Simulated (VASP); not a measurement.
## GaN: how cutoff and mesh change the relaxed cell

Aim: test the relaxed volume of GaN against cutoff and mesh. The starting structure is a measured crystal structure from the Crystallography Open Database. The first relaxation on each setting starts from this cell expanded by 3 % in volume.

Method: Kohn-Sham DFT with plane waves and PAW; PBEsol, in VASP 6.6.1.

**1. The structure**

The structure is hexagonal, space group P6_3mc (No. 186). Conventional cell: a = 3.197 Å, b = 3.197 Å, c = 5.207 Å, α = 90.00°, β = 90.00°, γ = 120.00°. Nearest to Ga lie 4 N at 1.95 to 1.97 Å. Nearest to N lie 4 Ga at 1.95 to 1.97 Å. Farther neighbours and most contacts between anions are not listed.

Coordinates:

```cif
data_structure
_symmetry_space_group_name_H-M 'P6_3mc'
_symmetry_Int_Tables_number 186
_cell_length_a 3.1972
_cell_length_b 3.1972
_cell_length_c 5.2070
_cell_angle_alpha 90.000
_cell_angle_beta 90.000
_cell_angle_gamma 120.000
_cell_volume 46.10
loop_
_atom_site_label
_atom_site_type_symbol
_atom_site_symmetry_multiplicity
_atom_site_Wyckoff_symbol
_atom_site_fract_x
_atom_site_fract_y
_atom_site_fract_z
_atom_site_occupancy
Ga1 Ga 2 b 0.33333 0.66667 0.09120 1
N1 N 2 b 0.33333 0.66667 0.46880 1
```

**2. Reference relaxation**

This run starts from the cell of an earlier relaxation, which isn't shown; the restart sets up the plane waves anew.

INCAR reads:

```
SYSTEM = GaN
PREC = Accurate
ENCUT = 520
EDIFF = 1E-06
NELM = 100
ISMEAR = 0
SIGMA = 0.03
LREAL = .FALSE.
ALGO = Normal
GGA = PS
NBANDS = 24
LORBIT = 11
LWAVE = .FALSE.
LCHARG = .FALSE.
KPAR = 8
IBRION = 2
NSW = 50
ISIF = 3
EDIFFG = -0.006
```

POSCAR reads:

```
GaN
1.0
    3.1809192670      0.0000000000      0.0000000000
   -1.5904596335      2.7547568926      0.0000000000
    0.0000000000      0.0000000000      5.1812847602
Ga N
2 2
Direct
    0.3333333333      0.6666666667      0.0916471313
    0.6666666667      0.3333333333      0.5916471313
    0.3333333333      0.6666666667      0.4683528687
    0.6666666667      0.3333333333      0.9683528687
```

KPOINTS reads:

```
Automatic mesh
0
Gamma
8 8 4
0 0 0
```

The projector-augmented-wave data sets are Ga_d and N (PBE family, release 64).

Launch:

```sh
$ mpirun -np 8 vasp_std
```

The log of the run:

```text
[banner, memory and clock lines left out]
running    8 mpi-ranks, on    1 nodes
 distrk:  each k-point on    1 cores,    8 groups
 distr:  one band on    1 cores,    1 groups

 POSCAR found type information on POSCAR GaN
 POSCAR found :  2 types and       4 ions
|                                                                             |
|           W    W    AA    RRRRR   N    N  II  N    N   GGGG   !!!           |
|           W    W   A  A   R    R  NN   N  II  NN   N  G    G  !!!           |
|           W    W  A    A  R    R  N N  N  II  N N  N  G       !!!           |
|           W WW W  AAAAAA  RRRRR   N  N N  II  N  N N  G  GGG   !            |
|           WW  WW  A    A  R   R   N   NN  II  N   NN  G    G                |
|           W    W  A    A  R    R  N    N  II  N    N   GGGG   !!!           |
|                                                                             |
|     For optimal performance we recommend to set                             |
|       NCORE = 2 up to number-of-cores-per-socket                            |
|     NCORE specifies how many cores store one orbital (NPAR=cpu/NCORE).      |
|     This setting can greatly improve the performance of VASP for DFT.       |
|     The default, NCORE=1 might be grossly inefficient on modern             |
|     multi-core architectures or massively parallel machines. Do your        |
|     Unfortunately you need to use the default for GW and RPA                |
|     calculations (for HF NCORE is supported but not extensively tested      |
|     yet).                                                                   |
|                                                                             |

|                                                                             |
|               ----> ADVICE to this user running VASP <----                  |
|                                                                             |
|     You enforced a specific xc type in the INCAR file but a different       |
|     [... a line on the potential file left out ...]
|     I HOPE YOU KNOW WHAT YOU ARE DOING!                                     |
|                                                                             |

 LDA part: xc-table for (Slater+PW92), standard interpolation
 POSCAR, INCAR and KPOINTS ok, starting setup
 FFT: planning ... GRIDC
 FFT: planning ... GRID_SOFT
 FFT: planning ... GRID
 WAVECAR not read
 entering main loop
       N       E                     dE             d eps       ncg     rms          rms(c)
DAV:   1     0.271596047880E+03    0.27160E+03   -0.17964E+04  1568   0.279E+03
DAV:   2     0.269593348079E+01   -0.26890E+03   -0.25780E+03  1608   0.512E+02
DAV:   3    -0.289118125690E+02   -0.31608E+02   -0.31323E+02  1696   0.143E+02
DAV:   4    -0.299051687763E+02   -0.99336E+00   -0.99130E+00  1928   0.283E+01
DAV:   5    -0.299192709801E+02   -0.14102E-01   -0.14101E-01  1624   0.298E+00    0.102E+01
DAV:   6    -0.262491735168E+02    0.36701E+01   -0.10985E+01  2496   0.527E+01    0.307E+00
DAV:   7    -0.263167258326E+02   -0.67552E-01   -0.14259E+00  1496   0.899E+00    0.264E+00
DAV:   8    -0.262938351894E+02    0.22891E-01   -0.23398E-01  2504   0.644E+00    0.984E-01
DAV:   9    -0.262712030695E+02    0.22632E-01   -0.88179E-02  2416   0.487E+00    0.305E-01
DAV:  10    -0.262719970658E+02   -0.79400E-03   -0.47350E-03  1712   0.659E-01    0.850E-02
DAV:  11    -0.262718109048E+02    0.18616E-03   -0.11992E-03  2296   0.628E-01    0.314E-02
DAV:  12    -0.262718226483E+02   -0.11744E-04   -0.12778E-04  1520   0.810E-02    0.337E-02
DAV:  13    -0.262718205361E+02    0.21122E-05   -0.45819E-05  2208   0.785E-02    0.160E-02
DAV:  14    -0.262718205549E+02   -0.18803E-07   -0.67139E-06  1552   0.202E-02
   1 F= -.26271821E+02 E0= -.26271821E+02  d E =-.262718E+02
 curvature:   0.00 expect dE= 0.000E+00 dE for cont linesearch  0.000E+00
 trial: gam= 0.00000 g(F)=  0.129E-05 g(S)=  0.645E-05 ort = 0.000E+00 (trialstep = 0.100E+01)
 search vector abs. value=  0.774E-05
 reached required accuracy - stopping structural energy minimisation
```

Run time: 4.2 s. Hardware: 8 MPI ranks of Intel Xeon Platinum 8559C (Emerald Rapids), shared host; peak memory 1.4 GiB; 26 s of CPU time.

Lines that name or quote the potential files are left out of all logs, and their timing lines are given in words.

OUTCAR, selected parts (step 2):

```text
ion  position               nearest neighbor table
   1  0.333  0.667  0.092-   4 1.94   4 1.94   4 1.94   3 1.95
   2  0.667  0.333  0.592-   3 1.94   3 1.94   3 1.94   4 1.95
   3  0.333  0.667  0.468-   2 1.94   2 1.94   2 1.94   1 1.95
   4  0.667  0.333  0.968-   1 1.94   1 1.94   1 1.94   2 1.95

  LATTYP: Found a hexagonal cell.
 ALAT       =     3.1809192670
 C/A-ratio  =     1.6288639620

 Subroutine GETGRP returns: Found 12 space group operations
 (whereof  6 operations were pure point group operations)

The static configuration has the point symmetry C_3v.
 The point group associated with its full space group is C_6v.

 Found     30 irreducible k-points:

   k-points           NKPTS =     30   k-points in BZ     NKDIM =     30   number of bands    NBANDS=     24

   dimension x,y,z NGX =    24 NGY =   24 NGZ =   40
   dimension x,y,z NGXF=    48 NGYF=   48 NGZF=   80

   ENCUT  =  520.0 eV  38.22 Ry    6.18 a.u.   5.91  5.91  9.63*2*pi/ulx,y,z

   NELECT =      36.0000    total number of electrons

 k-points in reciprocal lattice and weights: Automatic mesh
   0.00000000  0.00000000  0.00000000       0.004
   0.12500000 -0.00000000  0.00000000       0.023
   0.25000000 -0.00000000  0.00000000       0.023
   0.37500000 -0.00000000  0.00000000       0.023
   0.50000000 -0.00000000  0.00000000       0.012
   0.12500000  0.12500000  0.00000000       0.023
   0.25000000  0.12500000  0.00000000       0.047
   0.37500000  0.12500000  0.00000000       0.047
   0.25000000  0.25000000  0.00000000       0.023
[...]
0.25000000  0.25000000  0.50000000       0.023
   0.37500000  0.25000000  0.50000000       0.023

 average (electrostatic) potential at core
       1 -63.2404       2 -63.2404       3 -62.0882       4 -62.0882

 E-fermi :   5.4323

 k-point     1 :       0.0000    0.0000    0.0000
  band No.  band energies     occupation
    ...
     14       4.2011      2.00000
     15       4.2011      2.00000
     16       5.2111      2.00000
     17       5.2529      2.00000
     18       5.2529      2.00000
     19       7.1621      0.00000
     20       9.4761      0.00000
     21      14.3832      0.00000
     22      15.0848      0.00000
     23      15.0848      0.00000
    ...

 k-point     2 :       0.1250   -0.0000    0.0000
  band No.  band energies     occupation
    ...
     14       3.1262      2.00000
     15       3.8857      2.00000
     16       4.0874      2.00000
     17       5.0519      2.00000
     18       5.1111      2.00000
     19       8.2068      0.00000
     20      10.3462      0.00000
     21      13.8096      0.00000
     22      14.3125      0.00000
     23      15.4703      0.00000
    ...

 k-point     3 :       0.2500   -0.0000    0.0000
  band No.  band energies     occupation
    ...
     14       1.1905      2.00000
     15       2.3609      2.00000
     16       3.2337      2.00000
     17       4.5268      2.00000
     18       4.7462      2.00000
     19       9.5164      0.00000
     20      11.1422      0.00000
     21      12.5522      0.00000
     22      13.7167      0.00000
     23      15.3538      0.00000
    ...

  Total        0.0002729      0.0002729      0.0231285      0.0000000      0.0000000      0.0000000
  in kB        0.0096311      0.0096311      0.8161766      0.0000000      0.0000000      0.0000000
  external PRESSURE =       0.2784796 kB  Pullay stress =       0.0000000 kB

  energy-cutoff  :      520.00
  volume of cell :       45.40
      direct lattice vectors                 reciprocal lattice vectors
     3.180919267  0.000000000  0.000000000     0.314374530  0.181504220  0.000000000
    -1.590459634  2.754756893  0.000000000     0.000000000  0.363008439  0.000000000
     0.000000000  0.000000000  5.181284760     0.000000000  0.000000000  0.193002324

 POSITION                                       TOTAL-FORCE (eV/Angst)
 -----------------------------------------------------------------------------------
     -0.00000      1.83650      0.47485         0.000000     -0.000000      0.002585
      1.59046      0.91825      3.06549        -0.000000     -0.000000      0.002585
     -0.00000      1.83650      2.42667        -0.000000      0.000000     -0.002585
      1.59046      0.91825      5.01731         0.000000     -0.000000     -0.002585
 -----------------------------------------------------------------------------------
    total drift:                               -0.000001     -0.000002      0.000896

  FREE ENERGIE OF THE ION-ELECTRON SYSTEM (eV)
  ---------------------------------------------------
  free  energy   TOTEN  =       -26.2718205549 eV

  energy  without entropy=      -26.2718205549  energy(sigma->0) =      -26.27182055

 reached required accuracy - stopping structural energy minimisation

 total charge
# of ion       s       p       d       tot
------------------------------------------
    1        0.790   0.911  10.185  11.886
    2        0.790   0.911  10.185  11.886
    3        1.217   2.513   0.000   3.730
    4        1.217   2.513   0.000   3.730
--------------------------------------------------
tot          4.014   6.848  20.369  31.231

[... 3 further parts left out ...]
```

The PAW data sets were made with PBE, which is usual practice but a small mismatch for other functionals. The run keeps the 12 symmetry operations of its start, so it cannot find a distortion of lower symmetry.

The reference relaxation ends at 11.350 Å³ an atom.

**3. Relaxation with a cutoff of 400 eV**

Against step 2 the input has ENCUT = 400. This run starts from the cell of an earlier relaxation, which isn't shown; the restart sets up the plane waves anew.

Changes to INCAR since step 2:

```diff
@@ -2,3 +2,3 @@
 PREC = Accurate
-ENCUT = 520
+ENCUT = 400
 EDIFF = 1E-06
```

POSCAR reads:

```
GaN
1.0
    3.1675302338      0.0000000000      0.0000000000
   -1.5837651169      2.7431616497      0.0000000000
    0.0000000000      0.0000000000      5.1605773322
Ga N
2 2
Direct
    0.3333333333      0.6666666667      0.0917102542
    0.6666666667      0.3333333333      0.5917102542
    0.3333333333      0.6666666667      0.4682897458
    0.6666666667      0.3333333333      0.9682897458
```

KPOINTS is that of step 2.

Launch:

```sh
$ mpirun -np 8 vasp_std
```

The log of the run:

```text
[banner, memory and clock lines left out]
running    8 mpi-ranks, on    1 nodes
[...]
[... a notice as in an earlier step ...]

 [... a notice as in an earlier step ...]

 LDA part: xc-table for (Slater+PW92), standard interpolation
 POSCAR, INCAR and KPOINTS ok, starting setup
[...]
entering main loop
       N       E                     dE             d eps       ncg     rms          rms(c)
DAV:   1     0.230013222012E+03    0.23001E+03   -0.15577E+04  1616   0.240E+03
DAV:   2    -0.314412237822E+01   -0.23316E+03   -0.22263E+03  1600   0.448E+02
DAV:   3    -0.292191862766E+02   -0.26075E+02   -0.25898E+02  1744   0.128E+02
DAV:   4    -0.299025312054E+02   -0.68334E+00   -0.68244E+00  1848   0.234E+01
[...]
DAV:  11    -0.262658127489E+02    0.20243E-03   -0.11789E-03  2288   0.641E-01    0.409E-02
DAV:  12    -0.262658284134E+02   -0.15664E-04   -0.13578E-04  1488   0.774E-02    0.545E-02
DAV:  13    -0.262658292335E+02   -0.82005E-06   -0.20918E-06  1560   0.215E-02
[...]
DAV:   6    -0.262658726687E+02    0.13358E-03   -0.11220E-04  2200   0.114E-01    0.185E-03
DAV:   7    -0.262658730485E+02   -0.37982E-06   -0.44211E-06  1504   0.167E-02
   2 F= -.26265873E+02 E0= -.26265873E+02  d E =-.438151E-04
 trial-energy change:   -0.000044  1 .order    0.000252   -0.003160    0.003664
 step:   0.5279(harm=  0.4631)  dis= 0.00002  next Energy=   -26.266707 (dE=-0.878E-03)
[...]
N       E                     dE             d eps       ncg     rms          rms(c)
DAV:   1    -0.262738650960E+02   -0.79924E-02   -0.10046E-01  1720   0.705E+00    0.518E-01
DAV:   2    -0.262684426848E+02    0.54224E-02   -0.12393E-02  1912   0.278E+00    0.248E-01
DAV:   3    -0.262668727769E+02    0.15699E-02   -0.28116E-03  2176   0.121E+00    0.501E-02
DAV:   4    -0.262668169276E+02    0.55849E-04   -0.37443E-04  1440   0.169E-01    0.424E-02
DAV:   5    -0.262667649661E+02    0.51961E-04   -0.27801E-05  2032   0.452E-02    0.268E-02
DAV:   6    -0.262667251083E+02    0.39858E-04   -0.32380E-05  2176   0.637E-02    0.169E-03
DAV:   7    -0.262667251567E+02   -0.48321E-07   -0.14060E-06  1192   0.890E-03
   3 F= -.26266725E+02 E0= -.26266725E+02  d E =-.895923E-03
[...]
reached required accuracy - stopping structural energy minimisation
```

Elapsed: 7 s, on 8 MPI ranks; peak memory 1.4 GiB; 48 s of CPU time.

OUTCAR, selected parts (step 3):

```text
  Total        0.0014996      0.0014996      0.0033465      0.0000000     -0.0000000     -0.0000000
  in kB        0.0538868      0.0538868      0.1202507      0.0000000     -0.0000000     -0.0000000
  external PRESSURE =       0.0760081 kB  Pullay stress =       0.0000000 kB

 POSITION                                       TOTAL-FORCE (eV/Angst)
 -----------------------------------------------------------------------------------
     -0.00000      1.82528      0.47244        -0.000000      0.000000      0.002356
      1.58074      0.91264      3.04802         0.000000     -0.000000      0.002356
     -0.00000      1.82528      2.41221         0.000000     -0.000000     -0.002356
      1.58074      0.91264      4.98780         0.000000     -0.000000     -0.002356
 -----------------------------------------------------------------------------------
    total drift:                               -0.000000     -0.000000      0.001886

  FREE ENERGIE OF THE ION-ELECTRON SYSTEM (eV)
  ---------------------------------------------------
  free  energy   TOTEN  =       -26.2667251567 eV

  energy  without entropy=      -26.2667251567  energy(sigma->0) =      -26.26672516

[... 2 parts as in an earlier step ...]

[... 2 further parts left out ...]
[key lines of the parts left out:]
E-fermi :   5.6365
```

With a cutoff of 400 eV the cell ends at 11.147 Å³ an atom, -1.79 % from the reference.

**4. Relaxation with a 4×4×3 mesh**

Against step 2 the input has a 4×4×3 mesh (also changed: KPAR and NCORE). This run starts from the cell of an earlier relaxation, which isn't shown; the restart sets up the plane waves anew.

Changes to INCAR since step 3:

```diff
@@ -2,3 +2,3 @@
 PREC = Accurate
-ENCUT = 400
+ENCUT = 520
 EDIFF = 1E-06
@@ -14,3 +14,4 @@
 LCHARG = .FALSE.
-KPAR = 8
+KPAR = 4
+NCORE = 2
 IBRION = 2
```

POSCAR reads:

```
GaN
1.0
    3.1829833952      0.0000000000      0.0000000000
   -1.5914916976      2.7565444801      0.0000000000
    0.0000000000      0.0000000000      5.1756186461
Ga N
2 2
Direct
    0.3333333333      0.6666666667      0.0915005243
    0.6666666667      0.3333333333      0.5915005243
    0.3333333333      0.6666666667      0.4684994757
    0.6666666667      0.3333333333      0.9684994757
```

KPOINTS reads:

```
Automatic mesh
0
Gamma
4 4 3
0 0 0
```

Launch:

```sh
$ mpirun -np 8 vasp_std
```

The log of the run:

```text
[banner, memory and clock lines left out]
running    8 mpi-ranks, on    1 nodes
[...]
[... a notice as in an earlier step ...]

 LDA part: xc-table for (Slater+PW92), standard interpolation
 POSCAR, INCAR and KPOINTS ok, starting setup
[...]
entering main loop
       N       E                     dE             d eps       ncg     rms          rms(c)
DAV:   1     0.255989761223E+03    0.25599E+03   -0.18198E+04   432   0.280E+03
DAV:   2     0.266674661839E+01   -0.25332E+03   -0.24213E+03   424   0.518E+02
DAV:   3    -0.290340219054E+02   -0.31701E+02   -0.31433E+02   488   0.143E+02
DAV:   4    -0.298802126020E+02   -0.84619E+00   -0.84554E+00   488   0.269E+01
[...]
DAV:  12    -0.262028022323E+02   -0.10758E-04   -0.11626E-04   424   0.788E-02    0.277E-02
DAV:  13    -0.262028006952E+02    0.15371E-05   -0.29744E-05   568   0.766E-02    0.178E-02
DAV:  14    -0.262028003900E+02    0.30522E-06   -0.54252E-06   440   0.211E-02
   1 F= -.26202800E+02 E0= -.26202800E+02  d E =-.262028E+02
[...]
reached required accuracy - stopping structural energy minimisation
```

Elapsed: 2.2 s, on 8 MPI ranks; peak memory 1.1 GiB.

OUTCAR, selected parts (step 4):

```text
  Total       -0.0067540     -0.0067540      0.0107946      0.0000000      0.0000000     -0.0000000
  in kB       -0.2382932     -0.2382932      0.3808526      0.0000000      0.0000000     -0.0000000
  external PRESSURE =      -0.0319113 kB  Pullay stress =       0.0000000 kB

 POSITION                                       TOTAL-FORCE (eV/Angst)
 -----------------------------------------------------------------------------------
     -0.00000      1.83770      0.47357        -0.000000      0.000000      0.004427
      1.59149      0.91885      3.06138         0.000000      0.000000      0.004427
     -0.00000      1.83770      2.42477        -0.000000      0.000000     -0.004427
      1.59149      0.91885      5.01258         0.000000     -0.000000     -0.004427
 -----------------------------------------------------------------------------------
    total drift:                               -0.000001     -0.000002      0.000674

  FREE ENERGIE OF THE ION-ELECTRON SYSTEM (eV)
  ---------------------------------------------------
  free  energy   TOTEN  =       -26.2028003900 eV

  energy  without entropy=      -26.2028003900  energy(sigma->0) =      -26.20280039

[... 1 part as in an earlier step ...]

[... 3 further parts left out ...]
[key lines of the parts left out:]
E-fermi :   5.4421
```

With a 4×4×3 mesh the cell ends at 11.353 Å³ an atom, +0.02 % from the reference.

(Part 1 of 2 ends here.)

[Lines on the potential files, build, host, timing and source positions are cut from VASP's logs without a mark.]

[Logs are printed without paths, hosts, clocks, repeated set-up lines and the standing remarks that a program may print on its own settings, such as how far it seeks lower states.]

[Hosts, paths, dates, database ids (printed as entryN), source tags and the programs' standing remarks are cut or masked in the printed files.]
